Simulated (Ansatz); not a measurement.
Here is an Ansatz 0.2.0 calculation.

The input input.yaml:

```yaml
crystal:
  lattice:
    - [3.309, 0.0, 0.0]
    - [-1.6545, 2.8656780611, 0.0]
    - [0.0, 0.0, 5.2733]
  atoms:
    - { symbol: Sc, position: [0.669186, 0.323933, 0.746307] }
    - { symbol: Sc, position: [0.335124, 0.665779, 0.246899] }
hamiltonian:
  xc: pbe
  pseudopotentials: { kind: paw }
kpoints:
  mp_grid: { grid: [9, 9, 5] }
scf:
  occupations: { method: fermi_dirac, width: 0.05 }
output:
  forces: true
  stress: true
  eigenvalues: true
```

Potentials or basis: Ansatz PAW.

Run with:

```console
$ ansatz run input.yaml --threads 1 --pin off --max-ram 2560MiB --backend cpu --events-out ev --progress --plain --runs-dir out
```

Task: Predict the band gap on the k mesh.

Result: None (metal or under the smearing width).

Task: Predict the largest force.

Result: 0.038 eV/Å.

Forces on the atoms (eV/Å):
```
Sc  -0.020  0.030  0.011
Sc   0.020 -0.030 -0.011
```
